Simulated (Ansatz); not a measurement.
Here is an Ansatz 0.2.0 calculation.

Contents of input.yaml:

```yaml
crystal:
  lattice:
    - [-3.3295, 3.3295, 2.7235]
    - [3.3295, -3.3295, 2.7235]
    - [3.3295, 3.3295, -2.7235]
  atoms:
    - { symbol: Sn, position: [0.8377, 0.6623, 0.5] }
    - { symbol: Sn, position: [0.3377, 0.8377, 0.1754] }
    - { symbol: Sn, position: [0.1623, 0.3377, 0.5] }
    - { symbol: Sn, position: [0.6623, 0.1623, 0.8246] }
    - { symbol: Mn, position: [0.75, 0.75, 0.0], spin: 4.0 }
    - { symbol: Mn, position: [0.25, 0.25, 0.0], spin: 4.0 }
hamiltonian:
  xc: pbesol
  pseudopotentials: { kind: paw }
magnetization:
  spin_polarized: true
kpoints:
  mp_grid: { grid: [6, 6, 6] }
scf:
  occupations: { method: fermi_dirac, width: 0.05 }
output:
  forces: true
  stress: true
  eigenvalues: true
  write_density: true
  write_potential: true
  elf: true
  volumetric_format: npy
```

Potentials or basis: Ansatz PAW.

Launch:

```console
$ ansatz run input.yaml --threads 2 --pin off --max-ram 5632MiB --backend cpu --events-out ev --progress --plain --runs-dir out
```

**Question.** Predict the pressure.

**Answer.** -5.5 GPa.

**Question.** Predict the site moments.

**Answer.** Sn -0.08; Mn +2.48 μB.

Forces in eV/Å, atoms in the order of the input:
```
Sn   0.150 -0.150  0.000
Sn  -0.150 -0.150  0.000
Sn  -0.150  0.150  0.000
Sn   0.150  0.150  0.000
Mn   0.000  0.000  0.000
Mn   0.000  0.000  0.000
```

Caveat: the PAW data sets come from PBE, with cores solved anew for the run's functional, which leaves a small shift of forces and pressure.
